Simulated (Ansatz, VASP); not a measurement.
This is a calculation of Cs2AgBiBr6 for Ansatz 0.2.0.

The input input.yaml:

```yaml
crystal:
  lattice:
    - [0.0, 5.6161, 5.6161]
    - [5.6161, 0.0, 5.6161]
    - [5.6161, 5.6161, 0.0]
  atoms:
    - { symbol: Bi, position: [0.0, 0.0, 0.0] }
    - { symbol: Cs, position: [0.75, 0.75, 0.75] }
    - { symbol: Cs, position: [0.25, 0.25, 0.25] }
    - { symbol: Ag, position: [0.5, 0.5, 0.5] }
    - { symbol: Br, position: [0.74945, 0.74945, 0.25055] }
    - { symbol: Br, position: [0.25055, 0.25055, 0.74945] }
    - { symbol: Br, position: [0.74945, 0.25055, 0.25055] }
    - { symbol: Br, position: [0.74945, 0.25055, 0.74945] }
    - { symbol: Br, position: [0.25055, 0.74945, 0.74945] }
    - { symbol: Br, position: [0.25055, 0.74945, 0.25055] }
hamiltonian:
  xc: rpbe
  pseudopotentials: { kind: paw }
kpoints:
  mp_grid: { grid: [3, 3, 3] }
scf:
  occupations: { method: fermi_dirac, width: 0.05 }
output:
  forces: true
  stress: true
  eigenvalues: true
relax:
  f_tol: 0.01
  max_steps: 40
  cell: { stress_tol: 0.05 }
```

Potentials or basis: Ansatz PAW.

Command:

```bash
$ ansatz run input.yaml --threads 4 --pin off --max-ram 11264MiB --backend cpu --events-out ev --progress --plain --runs-dir out
```

Q: Translate it to VASP 6.6.1. Potentials there: VASP PAW PBE potentials, release 64 (Bi_d, Cs_sv, Ag, Br).

A: As run (the cutoff follows the program's own potentials):

The input INCAR:

```
SYSTEM = Cs2AgBiBr6
PREC = Accurate
ENCUT = 600
EDIFF = 1E-6
ISMEAR = -1
SIGMA = 0.05
LREAL = .False.
LASPH = .True.
NELM = 60
ALGO = Fast
ISIF = 3
LWAVE = .False.
LCHARG = .False.
GGA = RP
IBRION = 2
NSW = 40
EDIFFG = -0.005
```

Contents of KPOINTS:

```
Automatic mesh
0
Gamma
  3 3 3
  0 0 0
```

The input POSCAR:

```
Cs2AgBiBr6
1.0
    0.0000000000      5.6161000000      5.6161000000
    5.6161000000      0.0000000000      5.6161000000
    5.6161000000      5.6161000000      0.0000000000
Bi Cs Ag Br
1 2 1 6
Direct
    0.0000000000      0.0000000000      0.0000000000
    0.7500000000      0.7500000000      0.7500000000
    0.2500000000      0.2500000000      0.2500000000
    0.5000000000      0.5000000000      0.5000000000
    0.7494500000      0.7494500000      0.2505500000
    0.2505500000      0.2505500000      0.7494500000
    0.7494500000      0.2505500000      0.2505500000
    0.7494500000      0.2505500000      0.7494500000
    0.2505500000      0.7494500000      0.7494500000
    0.2505500000      0.7494500000      0.2505500000
```

Potentials or basis: VASP PAW PBE potentials, release 64 (Bi_d, Cs_sv, Ag, Br).

The run is started by

```sh
$ cat potpaw_PBE.64/Bi_d/POTCAR potpaw_PBE.64/Cs_sv/POTCAR potpaw_PBE.64/Ag/POTCAR potpaw_PBE.64/Br/POTCAR > POTCAR
$ mpirun -np 1 vasp_std > vasp.out
```

Both were run:

|  | VASP | Ansatz | Ansatz less VASP |
| --- | --- | --- | --- |
| gap on the k mesh at the Fermi level, each at its own relaxed structure (eV) | 2.06 | 2.07 | +0.001 |
| relaxed volume (Å³/atom) | 41.06 | 41.05 | -0.011 |
| relaxed cell length with the largest relative difference (Å) | 8.343 | 8.342 | -0.0007 |
| energy change over the relaxation (meV/atom) | -51 | -51 | -0.3 |

The two sets of potentials don't hold the same shells in valence.

Caveats: the volume moved by over 15 % at a fixed basis, so the end points are rough; spin-orbit coupling is left out, which as a rule narrows the gap of such compounds by several tenths of an eV; the PAW data sets were made with another functional, which shifts forces and pressure a little (VASP); an odd mesh through Γ misses points on the zone boundary, where band edges often lie (VASP); odd divisions of the mesh miss points on the zone boundary, where band edges often lie, so the gap on the mesh can be too wide (Ansatz); the plane-wave basis is chosen anew once the cell has moved, so the energies of steps on either side of that aren't comparable (Ansatz); the PAW data sets come from PBE, with cores solved anew for the run's functional, which leaves a small shift of forces and pressure (Ansatz). Expect the measured gap to be larger: semilocal functionals such as RPBE lack the derivative discontinuity.
